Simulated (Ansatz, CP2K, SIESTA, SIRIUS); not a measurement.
# One calculation of MgI2, 4 ways

```
CELL_PARAMETERS angstrom
4.14000 0.00000 0.00000
-2.07000 3.58535 0.00000
0.00000 0.00000 6.88000
ATOMIC_POSITIONS crystal
I 0.66667 0.33333 0.75000
I 0.33333 0.66667 0.25000
Mg 0.00000 0.00000 0.00000
```

Alike in all runs: task band structure; functional LDA; k mesh 8 × 8 × 4; occupations fermi-dirac, width 0.05 eV; no spin polarisation; no spin-orbit coupling. LDA stands for any of its common fits. Pressure is positive in compression and, in plane waves, holds the error of the finite cutoff. Gaps are the smaller of the mesh's and the band path's.

| program and potentials | plane-wave cutoff (eV) | notes | band gap (eV) | pressure (GPa) | largest force (eV/Å) |
| --- | --- | --- | --- | --- | --- |
| Ansatz, all-electron LAPW, scalar-relativistic | - | - | 3.33 | -1.99 | 0.373 |
| SIRIUS, all-electron FP-LAPW, apw+lo standard | - | - | 3.33 | - | 0.374 |
| CP2K, GTH_POTENTIALS I GTH-PADE-q7, Mg GTH-PADE-q10; TZVP-MOLOPT-PBE-GTH basis | - | atomic basis | 3.34 | -1.21 | 0.219 |
| SIESTA, files PseudoDojo sr-lda-0.4.1-standard, DZP (energy shift 0.003 Ry; two zetas on semicore shells) | - | atomic basis | 3.37 | -1.26 | 0.103 |

Force on atom 1 (I), eV/Å:

```json
{"program and potentials": "Ansatz, all-electron LAPW, scalar-relativistic", "x": "0.000", "y": "0.000", "z": "0.373"}
{"program and potentials": "SIRIUS, all-electron FP-LAPW, apw+lo standard", "x": "0.000", "y": "0.000", "z": "0.374"}
{"program and potentials": "CP2K, GTH_POTENTIALS I GTH-PADE-q7, Mg GTH-PADE-q10; TZVP-MOLOPT-PBE-GTH basis", "x": "0.000", "y": "0.000", "z": "0.219"}
{"program and potentials": "SIESTA, files PseudoDojo sr-lda-0.4.1-standard, DZP (energy shift 0.003 Ry; two zetas on semicore shells)", "x": "0.000", "y": "0.000", "z": "0.103"}
```

The band gap spans 3.33 (SIRIUS, all-electron FP-LAPW, apw+lo standard) to 3.37 eV (SIESTA, files PseudoDojo sr-lda-0.4.1-standard, DZP (energy shift 0.003 Ry; two zetas on semicore shells)), with all-electron results at 3.33. The pressure spans -1.99 (Ansatz, all-electron LAPW, scalar-relativistic) to -1.21 GPa (CP2K, GTH_POTENTIALS I GTH-PADE-q7, Mg GTH-PADE-q10; TZVP-MOLOPT-PBE-GTH basis), with all-electron results at -1.99. Spin-orbit coupling, left out here, moves the band edges of heavy atoms. The paths' points differ, which is worth about 0.01 eV. Rows in atomic bases carry the error of their basis and grid, which can be large.

Differences between rows come from potentials, basis sets and numerical settings, since the functional is the same but for its coding. Runs on potential files found faulty are left out.
